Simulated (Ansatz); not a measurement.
# TiCo (Pm-3m) in Ansatz: equation of state

Aim: energy against volume of TiCo in PBEsol, for its equilibrium volume and stiffness.

Program: Ansatz 0.2.0. These are calculated values, not measurements. Logs are shortened: lines on timing, memory, paths and dates and some standing lists are left out, and cuts for length are marked.

## 1. The crystal as given

The structure is cubic, space group Pm-3m (No. 221). Conventional cell: a = 2.986 Å, b = 2.986 Å, c = 2.986 Å, α = 90.00°, β = 90.00°, γ = 90.00°. Co (site symmetry m-3m) is surrounded by 8 Ti at 2.59 Å. Ti (site symmetry m-3m) is surrounded by 8 Co at 2.59 Å.

The cell comes from a database or a generator and needn't be the stable form of this composition.

## 2. Equation of state, PBEsol, collinear spin, ferromagnetic start

Potentials or basis: all-electron LAPW, scalar-relativistic.

No new run: the results of the series are fitted here.

What came out:

```yaml
Equilibrium_volume: 12.68 Å³/atom
Bulk_modulus: 186 GPa
Pressure_derivative_of_the_bulk_modulus: 4.7
```

Energy against volume, from the lowest point:
```csv
volume (Å³/atom),energy (meV/atom)
12.515,0.83
12.781,0.00
13.047,5.40
13.313,16.31
13.580,32.09
13.846,52.20
14.112,76.21
```
